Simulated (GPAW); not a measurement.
Here is a GPAW 26.7.0 calculation.

run.py

```python
from ase import Atoms
from ase.dft.bandgap import bandgap
from ase.io import write
from ase.units import GPa
from gpaw import GPAW, PW

atoms = Atoms(['Te', 'Sn'],
              cell=[[0.0, 3.15085, 3.15085],
                    [3.15085, 0.0, 3.15085],
                    [3.15085, 3.15085, 0.0]],
              scaled_positions=[[0.5, 0.5, 0.5],
                                [0.0, 0.0, 0.0]],
              pbc=True)

calc = GPAW(mode=PW(450),
            xc='PBE',
            kpts={'size': (6, 6, 6), 'gamma': True},
            occupations={'name': 'fermi-dirac', 'width': 0.05},
            nbands=19,
            maxiter=120,
            txt='gpaw.txt')
atoms.calc = calc
energy = atoms.get_potential_energy()
forces = atoms.get_forces()
stress = atoms.get_stress()
calc.write('gs.gpw')
write('result.traj', atoms)
print(f'Energy: {energy:.6f} eV')
print('Forces (eV/A):')
print(forces.round(4))
print('Stress (GPa):', (stress / GPa).round(3))
print('Fermi level:', round(calc.get_fermi_level(), 4), 'eV')
print(f'Gap: {bandgap(calc)[0]:.4f} eV, direct: {bandgap(calc, direct=True)[0]:.4f} eV')
```

Potentials or basis: GPAW PAW data sets (gpaw-data 1.2.1), pw.

Run with:

```console
$ OMP_NUM_THREADS=1 python run.py
```

Q: Estimate the pressure.

A: 1.2 GPa.

Q: Estimate the band gap on the k mesh.

A: 0.11 eV, direct.

Caveat: the cutoff is short for stress and forces, so pressures can be off by a GPa or more; spin-orbit coupling is left out, which moves the levels of the heavy elements.

**What was measured.**

From a printed reference work, textbook, for a bulk crystal of SnTe at 300 K: band gap 0.18 eV (direct).

A measured gap of SnTe is 0.18 eV (direct; 300 K; a printed reference work, textbook); the calculated 0.11 eV misses it by -0.07 eV. Spin-orbit coupling on Sn, Te is left out. The value is that of PBE on a finite k mesh, which can miss the band edges, without temperature or zero-point motion. Semilocal functionals fall short of measured gaps as a rule.
